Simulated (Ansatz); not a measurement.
# Si63HC2 (T centre in Si, 64-site cell): the cost of one run

Method: DFT PBE, scalar-relativistic, plane waves, PAW, and further levels as typed in the inputs, in Ansatz 0.2.0.

## 1. The system as given

Symmetry: Cm, No. 8, monoclinic system. The conventional cell has a = 15.361 Å, b = 15.361 Å, c = 10.862 Å, α = 90.00°, β = 90.00°, γ = 90.00°. C (site symmetry m) is surrounded by 1 C at 1.44 Å. C (site symmetry m) is surrounded by 1 H at 1.08 Å. H (site symmetry m) has 1 C at 1.08 Å as nearest neighbours. Si (site symmetry m) has 1 C at 2.03 Å as nearest neighbours. Si (site symmetry 1) has 1 C at 2.06 Å and 3 Si at 2.35 Å as nearest neighbours. Si (site symmetry m) is surrounded by 1 C at 2.03 Å and 1 H at 2.31 Å. Around Si (site symmetry 1) lie 4 Si at 2.35 Å and 1 H at 2.69 Å. Si (site symmetry 1) is surrounded by 4 Si at 2.35 Å. Only part of the 42 independent sites is listed.

Coordinates:

```xyz
66
Lattice="10.8620 0.0000 0.0000 0.0000 10.8620 0.0000 0.0000 0.0000 10.8620" Properties=species:S:1:pos:R:3 pbc="T T T"
C     1.3578    1.3578    0.6578
C     1.6078    1.6078    2.0577
H     2.3578    2.3578    2.2578
Si    0.0000    0.0000    0.0000
Si    0.0000    2.7155    2.7155
Si    2.7155    0.0000    2.7155
Si    2.7155    2.7155    0.0000
Si    1.3578    4.0732    4.0732
Si    1.3578    4.0732    9.5043
Si    1.3578    9.5043    4.0732
Si    1.3578    9.5043    9.5043
Si    4.0732    1.3578    4.0732
Si    4.0732    1.3578    9.5043
Si    9.5043    1.3578    4.0732
Si    9.5043    1.3578    9.5043
Si    4.0732    4.0732    1.3578
Si    4.0732    9.5043    1.3578
Si    9.5043    4.0732    1.3578
Si    9.5043    9.5043    1.3578
Si    0.0000    0.0000    5.4310
Si    0.0000    5.4310    0.0000
Si    5.4310    0.0000    0.0000
Si    0.0000    2.7155    8.1465
Si    0.0000    8.1465    2.7155
Si    5.4310    2.7155    2.7155
Si    2.7155    0.0000    8.1465
Si    2.7155    5.4310    2.7155
Si    8.1465    0.0000    2.7155
Si    2.7155    2.7155    5.4310
Si    2.7155    8.1465    0.0000
Si    8.1465    2.7155    0.0000
Si    1.3578    1.3578    6.7888
Si    1.3578    6.7888    1.3578
Si    6.7888    1.3578    1.3578
Si    0.0000    5.4310    5.4310
Si    5.4310    0.0000    5.4310
Si    5.4310    5.4310    0.0000
Si    0.0000    8.1465    8.1465
Si    5.4310    2.7155    8.1465
Si    5.4310    8.1465    2.7155
Si    2.7155    5.4310    8.1465
Si    8.1465    0.0000    8.1465
Si    8.1465    5.4310    2.7155
Si    2.7155    8.1465    5.4310
Si    8.1465    2.7155    5.4310
Si    8.1465    8.1465    0.0000
Si    6.7888    4.0732    4.0732
Si    6.7888    4.0732    9.5043
Si    6.7888    9.5043    4.0732
Si    6.7888    9.5043    9.5043
Si    4.0732    6.7888    4.0732
Si    4.0732    6.7888    9.5043
Si    9.5043    6.7888    4.0732
Si    9.5043    6.7888    9.5043
Si    4.0732    4.0732    6.7888
Si    4.0732    9.5043    6.7888
Si    9.5043    4.0732    6.7888
Si    9.5043    9.5043    6.7888
Si    5.4310    5.4310    5.4310
Si    5.4310    8.1465    8.1465
Si    8.1465    5.4310    8.1465
Si    8.1465    8.1465    5.4310
Si    1.3578    6.7888    6.7888
Si    6.7888    1.3578    6.7888
Si    6.7888    6.7888    1.3578
Si    6.7888    6.7888    6.7888
```

## 2. Relaxing the atoms: Si63HC2 defect cell, moments +

input.yaml reads:

```yaml
crystal:
  lattice:
    - [10.862, 0.0, 0.0]
    - [0.0, 10.862, 0.0]
    - [0.0, 0.0, 10.862]
  atoms:
    - { symbol: C, position: [0.125, 0.125, 0.06055515], spin: 1.0 }
    - { symbol: C, position: [0.14801602, 0.14801602, 0.18944485] }
    - { symbol: H, position: [0.21706408, 0.21706408, 0.20785767] }
    - { symbol: Si, position: [0.0, 0.0, 0.0] }
    - { symbol: Si, position: [0.0, 0.25, 0.25] }
    - { symbol: Si, position: [0.25, 0.0, 0.25] }
    - { symbol: Si, position: [0.25, 0.25, 0.0] }
    - { symbol: Si, position: [0.125, 0.375, 0.375] }
    - { symbol: Si, position: [0.125, 0.375, 0.875] }
    - { symbol: Si, position: [0.125, 0.875, 0.375] }
    - { symbol: Si, position: [0.125, 0.875, 0.875] }
    - { symbol: Si, position: [0.375, 0.125, 0.375] }
    - { symbol: Si, position: [0.375, 0.125, 0.875] }
    - { symbol: Si, position: [0.875, 0.125, 0.375] }
    - { symbol: Si, position: [0.875, 0.125, 0.875] }
    - { symbol: Si, position: [0.375, 0.375, 0.125] }
    - { symbol: Si, position: [0.375, 0.875, 0.125] }
    - { symbol: Si, position: [0.875, 0.375, 0.125] }
    - { symbol: Si, position: [0.875, 0.875, 0.125] }
    - { symbol: Si, position: [0.0, 0.0, 0.5] }
    - { symbol: Si, position: [0.0, 0.5, 0.0] }
    - { symbol: Si, position: [0.5, 0.0, 0.0] }
    - { symbol: Si, position: [0.0, 0.25, 0.75] }
    - { symbol: Si, position: [0.0, 0.75, 0.25] }
    - { symbol: Si, position: [0.5, 0.25, 0.25] }
    - { symbol: Si, position: [0.25, 0.0, 0.75] }
    - { symbol: Si, position: [0.25, 0.5, 0.25] }
    - { symbol: Si, position: [0.75, 0.0, 0.25] }
    - { symbol: Si, position: [0.25, 0.25, 0.5] }
    - { symbol: Si, position: [0.25, 0.75, 0.0] }
    - { symbol: Si, position: [0.75, 0.25, 0.0] }
    - { symbol: Si, position: [0.125, 0.125, 0.625] }
    - { symbol: Si, position: [0.125, 0.625, 0.125] }
    - { symbol: Si, position: [0.625, 0.125, 0.125] }
    - { symbol: Si, position: [0.0, 0.5, 0.5] }
    - { symbol: Si, position: [0.5, 0.0, 0.5] }
    - { symbol: Si, position: [0.5, 0.5, 0.0] }
    - { symbol: Si, position: [0.0, 0.75, 0.75] }
    - { symbol: Si, position: [0.5, 0.25, 0.75] }
    - { symbol: Si, position: [0.5, 0.75, 0.25] }
    - { symbol: Si, position: [0.25, 0.5, 0.75] }
    - { symbol: Si, position: [0.75, 0.0, 0.75] }
    - { symbol: Si, position: [0.75, 0.5, 0.25] }
    - { symbol: Si, position: [0.25, 0.75, 0.5] }
    - { symbol: Si, position: [0.75, 0.25, 0.5] }
    - { symbol: Si, position: [0.75, 0.75, 0.0] }
    - { symbol: Si, position: [0.625, 0.375, 0.375] }
    - { symbol: Si, position: [0.625, 0.375, 0.875] }
    - { symbol: Si, position: [0.625, 0.875, 0.375] }
    - { symbol: Si, position: [0.625, 0.875, 0.875] }
    - { symbol: Si, position: [0.375, 0.625, 0.375] }
    - { symbol: Si, position: [0.375, 0.625, 0.875] }
    - { symbol: Si, position: [0.875, 0.625, 0.375] }
    - { symbol: Si, position: [0.875, 0.625, 0.875] }
    - { symbol: Si, position: [0.375, 0.375, 0.625] }
    - { symbol: Si, position: [0.375, 0.875, 0.625] }
    - { symbol: Si, position: [0.875, 0.375, 0.625] }
    - { symbol: Si, position: [0.875, 0.875, 0.625] }
    - { symbol: Si, position: [0.5, 0.5, 0.5] }
    - { symbol: Si, position: [0.5, 0.75, 0.75] }
    - { symbol: Si, position: [0.75, 0.5, 0.75] }
    - { symbol: Si, position: [0.75, 0.75, 0.5] }
    - { symbol: Si, position: [0.125, 0.625, 0.625] }
    - { symbol: Si, position: [0.625, 0.125, 0.625] }
    - { symbol: Si, position: [0.625, 0.625, 0.125] }
    - { symbol: Si, position: [0.625, 0.625, 0.625] }
magnetization:
  spin_polarized: true
scf:
  occupations: { method: explicit, values: { up: [[1, 1]], down: [[1, 0]] } }
  n_extra_bands: 6
output:
  forces: true
  stress: false
  eigenvalues: true
  efg: {}
kpoints:
  mp_grid: { grid: [1, 1, 1] }
hamiltonian:
  xc: pbe
relax:
  f_tol: 0.01
  max_steps: 100
```

On the command line:

```bash
$ ansatz run input.yaml --threads 8 --pin off --max-ram 24576MiB --backend cpu --events-out ev --progress --plain --runs-dir out
```

Q: Estimate wall time and peak memory on 8 threads of Intel Xeon at 2.70GHz, shared host.

About 63 s, with a peak of 1.6 GiB.
